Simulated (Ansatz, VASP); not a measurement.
## One calculation of CdS, two programs

INCAR

```
SYSTEM = CdS
PREC = Accurate
ENCUT = 520
EDIFF = 1E-8
ISMEAR = -1
SIGMA = 0.02
LREAL = .FALSE.
LASPH = .TRUE.
NELM = 80
ALGO = Normal
ISIF = 2
LWAVE = .FALSE.
LCHARG = .FALSE.
GGA = PE
LEFG = .TRUE.
NBANDS = 16
```

Contents of KPOINTS:

```
regular mesh
0
G
  7 7 7
  0 0 0
```

POSCAR

```
CdS
1.0
    0.0000000000      2.9031789477      2.9031789477
    2.9031789477      0.0000000000      2.9031789477
    2.9031789477      2.9031789477      0.0000000000
Cd S
1 1
Direct
    0.0000000000      0.0000000000      0.0000000000
    0.7500000000      0.7500000000      0.7500000000
```

Input for Ansatz:

```yaml
crystal:
  lattice:
    - [0.0, 2.9031789477, 2.9031789477]
    - [2.9031789477, 0.0, 2.9031789477]
    - [2.9031789477, 2.9031789477, 0.0]
  atoms:
    - { symbol: Cd, position: [0.0, 0.0, 0.0] }
    - { symbol: S, position: [0.75, 0.75, 0.75] }
kpoints:
  mp_grid: { grid: [7, 7, 7] }
scf:
  occupations: { method: fermi_dirac, width: 0.02 }
hamiltonian:
  xc: pbe
  pseudopotentials: { kind: paw }
output:
  forces: true
  stress: true
  eigenvalues: true
  efg: { contact_densities: true }
  write_density: true
  write_potential: true
  elf: true
  volumetric_format: npy
```

Change from the starting cell: volume scaled by 0.96, PAW files.

Alike in both runs: task electric field gradients; functional PBE; k mesh 7 × 7 × 7; occupations fermi-dirac, width 0.02 eV; no spin polarisation.

|  | VASP | Ansatz |
| --- | --- | --- |
| version | VASP 6.6.1 | Ansatz 0.2.0 |
| potentials or method | VASP PAW PBE potentials, release 64 (Cd, S) | PAW with Ansatz's default frozen-core files, scalar-relativistic |
| plane-wave cutoff (eV) | 520 | 420 |
| valence electrons in the cell | 18 | 26 |

|  | VASP | Ansatz | Ansatz less VASP |
| --- | --- | --- | --- |
| gap on the k mesh at the Fermi level (eV) | 1.18 | 1.17 | -0.005 |
| pressure (GPa) | 4.2 | 3.8 | -0.38 |
| Vzz of the field gradient on the site that differs most (V/Å²) | 0.0 | 0.0 | 0.00 |

The two sets of potentials don't hold the same shells in valence. Ansatz warned: «gradients_without_spin_orbit».
